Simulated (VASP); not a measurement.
Pt:

```
Pt
1.0
     0.00000    1.96090    1.96090
     1.96090    0.00000    1.96090
     1.96090    1.96090    0.00000
Pt
1
Direct
  0.00000 0.00000 0.00000
```

* Program: VASP 6.6.1
* Task: relaxation of cell and atoms
* Functional: optB88-vdW
* Potentials or basis: VASP PAW PBE potentials, release 64 (Pt)
* Cutoff: 600 eV
* k mesh: 12 × 12 × 12
* Occupations: fermi-dirac, width 0.05 eV
* Spin: no spin polarisation

At the start: pressure 12.5 GPa; volume 15.08 Å³/atom.

Q: Where does the relaxation end?

A: Over 4 steps the energy falls by 25.5 meV/atom and the volume is 15.77 Å³/atom (+4.6 %); space group Fm-3m (No. 225, to 0.05 Å).

Step by step:
```csv
step,energy change (eV),largest force (eV/Å),pressure (GPa),volume (Å³)
1,0.0000,0.0000,12.46,15.08
2,0.1268,0.0000,-21.21,17.79
3,-0.0254,0.0000,-0.57,15.81
4,-0.0255,0.0000,-0.05,15.77
```

Final structure:
```xyz
1
Lattice="0.0000 1.9905 1.9905 1.9905 0.0000 1.9905 1.9905 1.9905 0.0000" Properties=species:S:1:pos:R:3 pbc="T T T"
Pt    0.0000    0.0000    0.0000
```

Caveat: the PAW data sets were made with another functional, which shifts forces and pressure a little.
